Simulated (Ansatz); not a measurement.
Results of LC-ωPBE in Ansatz (PAW) for fluorite SrF2.

Settings: plane-wave cutoff 460 eV, 8×8×8 k mesh, Fermi–Dirac smearing 0.01 eV, scalar-relativistic PAW data made under PBE.

Response to compression and expansion:

```
V (Å³/atom)  P (GPa)  direct gap at Γ (eV)  smallest gap on the k mesh (eV)
-----------  -------  --------------------  -------------------------------
15.583          4.09                14.937                           14.828
15.989          1.97                14.789                           14.675
16.403          0.10                14.643                           14.526
16.813         -1.50                14.504                           14.384
17.223         -2.90                14.370                           14.248
```

The fundamental gap (14.52 eV at the equilibrium volume, on the SCF mesh) lies elsewhere than Γ–Γ.

Measured, for comparison: band gap 11.1 eV (temperature not stated, no zero-point or thermal correction; as tabulated in Aguado et al. (1999), arXiv:cond-mat/9901145).

Spin–orbit coupling is not included.

Ansatz is a first-principles code.
